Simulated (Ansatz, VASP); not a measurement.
GaSb: VASP beside Ansatz

```
Sb Ga
1.0
    -2.77167    2.77167    1.60124
     2.77167   -2.77167    1.60124
     2.77167    2.77167   -1.60124
Sb Ga
1 1
Direct
  0.00000 0.00000 0.00000
  0.75000 0.25000 0.50000
```

Change from the starting cell: volume scaled by 1.02.

Alike in both runs: task single point; functional PBE; k mesh 10 × 10 × 10; occupations fermi-dirac, width 0.05 eV; no spin polarisation.

|  | VASP | Ansatz |
| --- | --- | --- |
| version | VASP 6.6.1 | Ansatz 0.2.0 |
| potentials or method | VASP PAW PBE potentials, release 64 (Sb, Ga_d), cutoff 520 eV | all-electron LAPW, scalar-relativistic |

VASP gave:

```
gap on the k mesh at the Fermi level (eV)       : none
pressure (GPa)                                  : -0.8
largest component of the traceless stress (GPa) : 0.54
```

Task: What did Ansatz give for the same quantities?

Result: gap on the k mesh at the Fermi level (eV): none; pressure (GPa): -0.8; largest component of the traceless stress (GPa): 0.50.

A gap of «none» marks a metal or a gap that the smearing closes. Ansatz ran all-electron here, so the differences hold the error of VASP's frozen core and of both bases.

The runs have no spin-orbit coupling, so splittings on Sb are missing.
